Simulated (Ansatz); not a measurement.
# SiO2: the cost of one run

Method: DFT PBE, scalar-relativistic, plane waves, PAW, in Ansatz 0.2.0.

4 further runs of the same task are left out: 4 set aside as unsound or not needed.

### Step 1. Starting point

The cell holds 24 atoms (O16ScSi7): a = 7.108 Å, b = 7.108 Å, c = 7.372 Å, α = 90.00°, β = 90.00°, γ = 90.00°.

The coordinates of this cell stand in the input of its own run.

The host was relaxed before at PBE: a = 5.026 Å, b = 5.026 Å, c = 7.372 Å, α = 90.00°, β = 90.00°, γ = 90.00° (conventional cell), 15.520 Å³/atom.

Places, in fractions of the supercell: Sc in place of Si at (0.500, 0.500, 0.000). The start keeps the symmetry of the ideal site.

### Step 2. Band edges of the host over the zone

input.yaml

```yaml
crystal:
  lattice:
    - [-2.5131482304, 2.5131482304, 3.6858647803]
    - [2.5131482304, -2.5131482304, 3.6858647803]
    - [2.5131482304, 2.5131482304, -3.6858647803]
  atoms:
    - { symbol: Si, position: [0.0, 0.0, 0.0] }
    - { symbol: Si, position: [0.75, 0.25, 0.5] }
    - { symbol: O, position: [0.375, 0.2174794929, 0.3424794929] }
    - { symbol: O, position: [0.9674794929, 0.625, 0.8424794929] }
    - { symbol: O, position: [0.7825205071, 0.125, 0.1575205071] }
    - { symbol: O, position: [0.875, 0.0325205071, 0.6575205071] }
basis:
  ecutwfc: 420
  xc_grid: 2
kpoints:
  mp_grid: { grid: [6, 6, 6] }
  band_path: { path: [VBM, CBM], npoints: 2 }
hamiltonian:
  xc: pbe
scf:
  occupations: { method: gaussian, width: 0.02 }
output:
  forces: true
  stress: true
  eigenvalues: true
```

The run is started by

```
$ ansatz run input.yaml --threads 8 --pin off --max-ram 16384MiB --backend cpu --events-out ev --progress --plain --runs-dir out
```

What time and memory should one allow on 8 threads of Arm Neoverse V1, shared host?

About 2.7 s, with a peak of 0.34 GiB.
